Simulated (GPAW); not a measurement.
# HgTe (Coloradoite) (F-43m) in GPAW: further runs

Aim: see how the results for HgTe (Coloradoite) move with the level of theory and the settings. Levels: rSCAN, TPSS, RPBE+D4, RPBE+D3. Tasks: band structure, equation of state.

Program: GPAW 26.7.0. These are calculated values, not measurements. Logs are shortened: lines on timing, memory, paths and dates and some standing lists are left out, and cuts for length are marked. The log counts tension as positive stress, the text compression.

**Measured values to compare with.**

A printed reference work, monograph reports, for a bulk crystal of HgTe: bulk modulus 43 GPa.

The runs below are set against these values where they give the same quantity.

**1. The crystal as given**

It takes space group F-43m (No. 216, cubic). Conventional cell: a = 6.429 Å, b = 6.429 Å, c = 6.429 Å, α = 90.00°, β = 90.00°, γ = 90.00°. Around Hg (site symmetry -43m) lie 4 Te at 2.78 Å. Te (site symmetry -43m) is surrounded by 4 Hg at 2.78 Å.

**2. Band structure, rSCAN, spin-orbit coupling, no magnetisation**

Contents of run.py:

```python
import numpy as np
from ase.dft.bandgap import bandgap
from ase.io import write
from ase.spacegroup import crystal
from ase.units import GPa
from gpaw import GPAW, PW
from gpaw.spinorbit import soc_eigenstates

# Hg 4a
# Te 4c
atoms = crystal(['Hg', 'Te'],
                basis=[[0.0, 0.0, 0.0],
                       [0.25, 0.25, 0.25]],
                spacegroup=216, setting=1,  # F-43m
                cellpar=[6.429, 6.429, 6.429, 90.0, 90.0, 90.0],
                primitive_cell=True)

calc = GPAW(mode=PW(600),
            xc='MGGA_X_RSCAN+MGGA_C_RSCAN',
            kpts={'size': (6, 6, 6), 'gamma': True},
            occupations={'name': 'fermi-dirac', 'width': 0.05},
            nbands=18,
            convergence={'density': 1e-05, 'energy': 1e-05},
            maxiter=150,
            txt='gpaw.txt')
atoms.calc = calc
energy = atoms.get_potential_energy()
forces = atoms.get_forces()
stress = atoms.get_stress()
calc.write('gs.gpw')
write('result.traj', atoms)
print(f'Energy: {energy:.6f} eV')
print('Forces (eV/A):')
print(forces.round(4))
print('Stress (GPa):', (stress / GPa).round(3))
print('Fermi level:', round(calc.get_fermi_level(), 4), 'eV')
print(f'Gap: {bandgap(calc)[0]:.4f} eV, direct: {bandgap(calc, direct=True)[0]:.4f} eV')

path = atoms.cell.bandpath('GXWKGLUWLK,UX', npoints=100, eps=1e-4)
bs_calc = calc.fixed_density(kpts=path, symmetry='off', nbands=31,
                             convergence={'bands': 'CBM+6.0', 'eigenstates': 1e-6}, txt='bands.txt')
bs = bs_calc.band_structure()
bs.write('bs.json')
print(f'Gap on the path: {bandgap(bs_calc)[0]:.4f} eV')

soc = soc_eigenstates(bs_calc, theta=0, phi=0, ignore_xc_potential=True)
np.savetxt('soc_bands.dat', soc.eigenvalues(), fmt='%.4f')
mesh = soc_eigenstates('gs.gpw', theta=0, phi=0, ignore_xc_potential=True)
np.savetxt('soc_mesh.dat', mesh.eigenvalues(), fmt='%.4f')
print('Fermi level with spin-orbit coupling:', round(mesh.fermi_level, 4), 'eV')
```

Potentials or basis: GPAW PAW data sets (gpaw-data 1.2.1), pw.

Run with:

```console
OMP_NUM_THREADS=1 python run.py
```

gpaw.txt:

```text
__  _  _
 | _ |_)|_||  |
 |__||  | ||/\| - 26.7.0

Input parameters:
  mode=PW(ecut=600.0),
  convergence={'density': 1e-05, 'energy': 1e-05},
  kpts=MonkhorstPack(size=(6, 6, 6), gamma=True),
  maxiter=150,
  nbands=18,
  occupations=Occupations(name='fermi-dirac', width=0.05),
  xc=XC(name='MGGA_X_RSCAN+MGGA_C_RSCAN')

Diagonalizing LCAO Hamiltonian
Converting LCAO to pw mode

            Te

       Hg

Atoms  # Å, Bohr magnetons
|   | symbol |        x |        y |        z |    initial magnetic moments |
|---|--------|----------|----------|----------|-----------------------------|
| 0 |     Hg | 0.000000 | 0.000000 | 0.000000 | ( 0.0000,  0.0000,  0.0000) |
| 1 |     Te | 1.607250 | 1.607250 | 1.607250 | ( 0.0000,  0.0000,  0.0000) |

Unit cell  # Å
| periodic |        x |        y |        z |  lengths |    angles |
|----------|----------|----------|----------|----------|-----------|
|      yes | 0.000000 | 3.214500 | 3.214500 | 4.545989 | 60.000000 |
|      yes | 3.214500 | 0.000000 | 3.214500 | 4.545989 | 60.000000 |
|      yes | 3.214500 | 3.214500 | 0.000000 | 4.545989 | 60.000000 |

Number of symmetries: 24
Symmetry operations  # r_c * U_cc + t_c -> r_c
|    | kind |            matrix            |
|----|------|------------------------------|
|  0 |  E   |  1, 0, 0,  0, 1, 0,  0, 0, 1 |
|  1 |  σ   |  1, 0, 0,  0, 0, 1,  0, 1, 0 |
|  2 |  σ   |  1, 0,-1,  0, 1,-1,  0, 0,-1 |
|  3 |  C3  |  1, 0,-1,  0, 0,-1,  0, 1,-1 |
|  4 |  C3  |  1,-1, 0,  0,-1, 1,  0,-1, 0 |
|  5 |  σ   |  1,-1, 0,  0,-1, 0,  0,-1, 1 |
|  6 |  σ   |  0, 1, 0,  1, 0, 0,  0, 0, 1 |
|  7 |  C3  |  0, 1, 0,  0, 0, 1,  1, 0, 0 |
|  8 |  C2  |  0, 1,-1,  1, 0,-1,  0, 0,-1 |
|  9 |  S4  |  0, 1,-1,  0, 0,-1,  1, 0,-1 |
| 10 |  C3  |  0, 0, 1,  1, 0, 0,  0, 1, 0 |
| 11 |  σ   |  0, 0, 1,  0, 1, 0,  1, 0, 0 |
| 12 |  S4  |  0, 0,-1,  1, 0,-1,  0, 1,-1 |
| 13 |  C3  |  0, 0,-1,  0, 1,-1,  1, 0,-1 |
| 14 |  S4  |  0,-1, 1,  1,-1, 0,  0,-1, 0 |
| 15 |  C2  |  0,-1, 1,  0,-1, 0,  1,-1, 0 |
| 16 |  C3  |  0,-1, 0,  1,-1, 0,  0,-1, 1 |
| 17 |  S4  |  0,-1, 0,  0,-1, 1,  1,-1, 0 |
| 18 |  S4  | -1, 1, 0, -1, 0, 1, -1, 0, 0 |
| 19 |  C3  | -1, 1, 0, -1, 0, 0, -1, 0, 1 |
| 20 |  C3  | -1, 0, 1, -1, 1, 0, -1, 0, 0 |
| 21 |  S4  | -1, 0, 1, -1, 0, 0, -1, 1, 0 |
| 22 |  σ   | -1, 0, 0, -1, 1, 0, -1, 0, 1 |
| 23 |  C2  | -1, 0, 0, -1, 0, 1, -1, 1, 0 |

BZ-sampling:
  Number of BZ points: 216
  Number of IBZ points: 16

  Monkhorst-Pack size: [6, 6, 6]
  Monkhorst-Pack shift: [0.08333333333333333, 0.08333333333333333, 0.08333333333333333]

K-points  # in reciprocal-cell coordinates
|     |                                coordinates |     weight |
|-----|--------------------------------------------|------------|
|   0 | (  0.00000000,   0.00000000,   0.00000000) | 0.00462963 |
|   1 | (  0.16666667,   0.16666667,   0.00000000) | 0.02777778 |
|   2 | (  0.16666667,   0.16666667,   0.16666667) | 0.03703704 |
|   3 | (  0.33333333,   0.16666667,   0.16666667) | 0.05555556 |
|   4 | (  0.33333333,   0.33333333,  -0.33333333) | 0.05555556 |
|   5 | (  0.33333333,   0.33333333,   0.00000000) | 0.02777778 |
|   6 | (  0.33333333,   0.33333333,   0.16666667) | 0.11111111 |
|   7 | (  0.33333333,   0.33333333,   0.33333333) | 0.03703704 |
|   8 | (  0.50000000,   0.33333333,  -0.33333333) | 0.11111111 |
|   9 | (  0.50000000,   0.33333333,  -0.16666667) | 0.05555556 |
| ... |                                            |            |
|  15 | (  0.50000000,   0.50000000,   0.50000000) | 0.01851852 |

Plane wave coefficients: 2252
Cutoff: 600.0 eV

Spin-components: 1 (collinear spins)
Bands:           18
Projectors:      11
Spin-degeneracy: 2
Datatype:        complex128

Parallelization:
  kpt:    1
  domain: 1
  band:   1

Density:
  Valence electrons: 24.0
  Components: 1
  Grid points: [27 27 27]
  Charge: 0.0  # |e|

Potential:
  Grid points: [27 27 27]

species:
  Hg:
    name:    Mercury
    Z:       80.0
    valence: 18
    core:    62
    charge:  0.0  # [|e|]
    compensation charges:
      type: gauss
      rc: 0.41  # [Å]
      lmax: 2
    cutoffs:
      filter: 2.17  # [Å]
      core: 2.06  # [Å]
    projectors
    | kind |    occ | energy [eV] | rcut [Å] |
    |------|--------|-------------|----------|
    |   6s |  2.000 |      -6.783 |    1.307 |
    |   5p |  6.000 |     -66.572 |    1.291 |
    |   6p |  0.000 |      -1.056 |    1.291 |
    |   5d | 10.000 |      -9.891 |    1.302 |
    |    s |        |      20.429 |    1.307 |
    |    d |        |      17.320 |    1.302 |

    Using partial waves for Hg as LCAO basis

  Te:
    name:    Tellurium
    Z:       52.0
    valence: 6
    core:    46
    charge:  0.0  # [|e|]
    compensation charges:
      type: gauss
      rc: 0.36  # [Å]
      lmax: 2
    cutoffs:
      filter: 2.09  # [Å]
      core: 3.17  # [Å]
    projectors
    | kind |    occ | energy [eV] | rcut [Å] |
    |------|--------|-------------|----------|
    |   5s |  2.000 |     -15.089 |    1.180 |
    |   5p |  4.000 |      -5.955 |    1.196 |
    |    s |        |      12.123 |    1.180 |
    |    p |        |      21.256 |    1.196 |
    |    d |        |       0.000 |    1.238 |

    Using partial waves for Te as LCAO basis

Reference energy: -717946.462161  # eV

eigensolver:
  PPCG
  Converge bands: occupied
  niter=2

density mixing:
  MSR1-Mixer
  Pratt-step length: 0.05
  Maximum mixing coefficient: 0.75
  Old densities: 10
  SVD Regularization: 0.005
  Good broyden scale: 1.0
  Trust region scale: 1.0
  Backstep threshold: 4.0
  History deletion threshold: 6.0
  Fourier metric: weight=20.0, sigma=0.015

occupation numbers:
  Fermi-Dirac:
    width: 0.0500  # eV

poisson solver:
  ecut: 4800.0  # eV

xc functional:
  name: MGGA_X_RSCAN+MGGA_C_RSCAN with 2 nearest neighbor stencil

convergence criteria:
- Maximum integral of absolute [dens]ity change: 1e-05 electrons / valence electron
- Maximum [total energy] change in last 3 cyles: 1e-05 eV / valence electron
- Maximum integral of absolute [eigenst]ate change: 4e-08 eV^2 / valence electron
maximum number of iterations: 150

SCF iterations
|iter     | |      energy | eigst |  dens |
|---------|-|-------------|-------|-------|
|iter:   1| | -106.048984 | -0.02 |       |
|iter:   2| |  -99.149008 | -1.39 | -1.47 |
|iter:   3| |  -99.144474 | -2.29 | -1.49 |
|iter:   4| |  -99.178608 | -2.52 | -1.63 |
|iter:   5| |  -99.217738 | -2.73 | -1.79 |
|iter:   6| |  -99.235280 | -2.75 | -2.05 |
|iter:   7| |  -99.234620 | -4.47 | -2.40 |
|iter:   8| |  -99.233831 | -4.66 | -2.45 |
|iter:   9| |  -99.233512 | -4.73 | -2.58 |
|iter:  10| |  -99.233416 | -4.95 | -2.84 |
|iter:  11| |  -99.233416c| -5.76 | -3.51 |
|iter:  12| |  -99.233416c| -7.28 | -4.47 |
|iter:  13| |  -99.233416c| -7.67c| -5.06c|

Converged in 13 steps
Energy contributions relative to reference atoms: (reference = -717946.462161)

Energy contributions:
  Kinetic:          45.832138
  Coulomb:         -39.164367
  Zero:             -2.155252
  External:          0.000000
  Xc:             -103.745458
  Entropy:          -0.000956
  Spinorbit:         0.000000
  ----------------------------
  Free energy:     -99.233894
  Extrapolated:    -99.233416

dipole moment: (-26.769507, -26.769507, -26.769507)  # |e|*Ang

Fermi level: 4.463
Eigenvalues  # (at kpt = [0.000, 0.000, 0.000])
| band index |      eig [eV] | occ [0-2] |
|------------|---------------|-----------|
|          0 |       -60.864 |     2.000 |
|        ... |               |           |
|          5 |        -3.482 |     2.000 |
|          6 |        -3.482 |     2.000 |
|          7 |        -2.921 |     2.000 |
|          8 |        -2.921 |     2.000 |
|          9 |         4.207 |     1.988 |
|         10 |         4.426 |     1.349 |
|         11 |         4.426 |     1.349 |
|         12 |         4.426 |     1.349 |
|         13 |         9.006 |     0.000 |
|         14 |         9.006 |     0.000 |
|         15 |         9.006 |     0.000 |
|         16 |        11.324 |     0.000 |
|         17 |        14.626 |     0.000 |

No gap
No difference between direct/indirect transitions

Forces  # eV/Ang
|       x |       y |        z |
|---------|---------|----------|
| 0.00000 | 0.00000 |  0.00000 |  # Hg   0
| 0.00000 | 0.00000 | -0.00000 |  # Te   1

Stress tensor  # eV/Ang^3
|         x |         y |         z |
|-----------|-----------|-----------|
| -0.021531 | -0.000000 |  0.000000 |
| -0.000000 | -0.021531 |  0.000000 |
|  0.000000 |  0.000000 | -0.021531 |

# Writing to gs.gpw (mode='')
```

Wall time 3.6 min (1 thread of Arm Neoverse V2, shared host); peak memory 0.53 GiB.

Results:

* Free energy: -99.2339 eV
* Pressure: 3.4 GPa
* Band gap along the path: none (metal or under the smearing width)

Levels at the corners of the path, in eV from the Fermi level:
```
point  band 21  band 22  band 23  band 24  band 25  band 26  band 27  band 28
    Γ    -0.54    -0.54    -0.01    -0.01    -0.01    -0.01     3.39     3.40
    X    -2.81    -2.81    -2.65    -2.65     1.86     1.86     2.39     2.39
    W    -3.32    -3.09    -2.96    -2.92     3.00     3.45     4.51     4.57
    K    -3.42    -3.40    -2.31    -2.28     2.15     2.31     3.97     4.06
    Γ    -0.54    -0.54    -0.01    -0.01    -0.01    -0.01     3.39     3.40
    L    -1.66    -1.66    -1.04    -1.04     0.74     0.74     4.82     4.82
    U    -3.42    -3.40    -2.31    -2.28     2.15     2.31     3.97     4.06
    W    -3.32    -3.09    -2.96    -2.92     3.00     3.45     4.51     4.57
    L    -1.66    -1.66    -1.04    -1.04     0.74     0.74     4.82     4.82
    K    -3.42    -3.40    -2.31    -2.28     2.15     2.31     3.97     4.06
    U    -3.42    -3.40    -2.31    -2.28     2.15     2.31     3.97     4.06
    X    -2.81    -2.81    -2.65    -2.65     1.86     1.86     2.39     2.39
```

Caveat: spin-orbit coupling was added after a scalar SCF, so levels and gaps hold it while energy, forces, pressure and moments don't; this program's spin-orbit splittings come out too wide for heavy elements; the PAW data sets were made with another functional, which shifts forces and pressure a little.

**3. Equation of state, TPSS**

Contents of run.py:

```python
from ase.eos import EquationOfState
from ase.io import Trajectory, read
from ase.units import GPa
from gpaw import GPAW, PW

atoms = read('HgTe.xyz')

traj = Trajectory('eos.traj', 'w')
volumes, energies = [], []
for x in [0.94, 0.96, 0.98, 1.0, 1.02, 1.04, 1.06]:
    a = atoms.copy()
    a.set_cell(atoms.cell * x**(1 / 3), scale_atoms=True)
    calc = GPAW(mode=PW(600),
                xc='MGGA_X_TPSS+MGGA_C_TPSS',
                kpts={'size': (6, 6, 6), 'gamma': True},
                occupations={'name': 'fermi-dirac', 'width': 0.05},
                nbands=18,
                convergence={'density': 1e-05, 'energy': 1e-05},
                eigensolver='davidson',
                maxiter=150,
                txt=f'eos-{x:.2f}.txt')
    a.calc = calc
    energies.append(a.get_potential_energy(force_consistent=True))
    volumes.append(a.get_volume())
    p = -a.get_stress()[:3].mean() / GPa
    calc.write(f'eos-{x:.2f}.gpw')
    traj.write(a)
    print(f'{x:.2f} {volumes[-1]:10.4f} A^3 {energies[-1]:14.6f} eV {p:9.3f} GPa', flush=True)

v0, e0, B = EquationOfState(volumes, energies, eos='birchmurnaghan').fit()
print(f'V0 = {v0:.4f} A^3, E0 = {e0:.6f} eV, B0 = {B / GPa:.2f} GPa')
```

Contents of HgTe.xyz:

```xyz
2
Lattice="0.0000000000 3.2145000000 3.2145000000 3.2145000000 0.0000000000 3.2145000000 3.2145000000 3.2145000000 0.0000000000" Properties=species:S:1:pos:R:3 pbc="T T T"
Hg     0.0000000000      0.0000000000      0.0000000000
Te     4.8217500000      4.8217500000      4.8217500000
```

Potentials or basis: GPAW PAW data sets (gpaw-data 1.2.1), pw.

Run with:

```console
OMP_NUM_THREADS=1 python run.py
```

Wall time 6.7 min (1 thread of Arm Neoverse V2, shared host); peak memory 1.1 GiB.

Results (log left out):

| Property | Result |
| --- | --- |
| Equilibrium volume | 36.45 Å³/atom (rough: see the caveat) |
| Bulk modulus | 35 GPa (rough) |

Energy against volume, from the lowest point:
| volume (Å³/atom) | energy (meV/atom) |
| --- | --- |
| 31.223 | 106.67 |
| 31.887 | 76.51 |
| 32.551 | 52.07 |
| 33.215 | 32.71 |
| 33.880 | 17.90 |
| 34.544 | 7.13 |
| 35.208 | 0.00 |

Caveat: the minimum lies outside the volumes run; the PAW data sets were made with another functional, which shifts forces and pressure a little. Spin-orbit coupling is left out, which matters for the levels of Hg, Te.

(Continued in part 2 of 2.)
